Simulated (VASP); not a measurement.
Input of a VASP 6.6.1 run:

The input INCAR:

```
PREC     = Accurate       # precision mode
ENCUT    = 600            # plane-wave cutoff, eV
EDIFF    = 1E-6           # SCF threshold, eV
ISMEAR   = 0              # smearing method
SIGMA    = 0.05           # smearing width, eV
LREAL    = False          # projectors in reciprocal space
LASPH    = True           # aspherical terms in the spheres
NELM     = 100            # most SCF steps
ALGO     = Normal         # electronic algorithm
ISIF     = 3              # what is computed and relaxed
LWAVE    = False          # write WAVECAR
LCHARG   = False          # write CHGCAR
METAGGA  = R2SCAN         # meta-GGA
LMIXTAU  = True         
IBRION   = 2              # ionic algorithm
NSW      = 40             # ionic steps
EDIFFG   = -0.01          # ionic threshold
```

File KPOINTS:

```
Automatic mesh
0
Gamma
  6 6 4
```

Contents of POSCAR:

```
La2O3
1.0
    3.9380000000      0.0000000000      0.0000000000
   -1.9690000000      3.4104080401      0.0000000000
    0.0000000000      0.0000000000      6.1360000000
La O
2 3
Direct
    0.3333333333      0.6666666667      0.2454000000
    0.6666666667      0.3333333333      0.7546000000
    0.3333333333      0.6666666667      0.6471000000
    0.6666666667      0.3333333333      0.3529000000
    0.0000000000      0.0000000000      0.0000000000
```

Potentials or basis: VASP PAW PBE potentials, release 64 (La, O).

Run with:

```sh
$ cat potpaw_PBE.64/La/POTCAR potpaw_PBE.64/O/POTCAR > POTCAR
$ mpirun -np 1 vasp_std > vasp.out
```

(1) Predict the relaxed volume.

(2) Estimate the relaxed cell.

## Answers

(1) 16.36 Å³/atom.

(2) a = 3.931 Å, b = 3.931 Å, c = 6.112 Å, α = 90.00°, β = 90.00°, γ = 120.00°.

Caveat: the PAW data sets were made with another functional, which shifts forces and pressure a little.
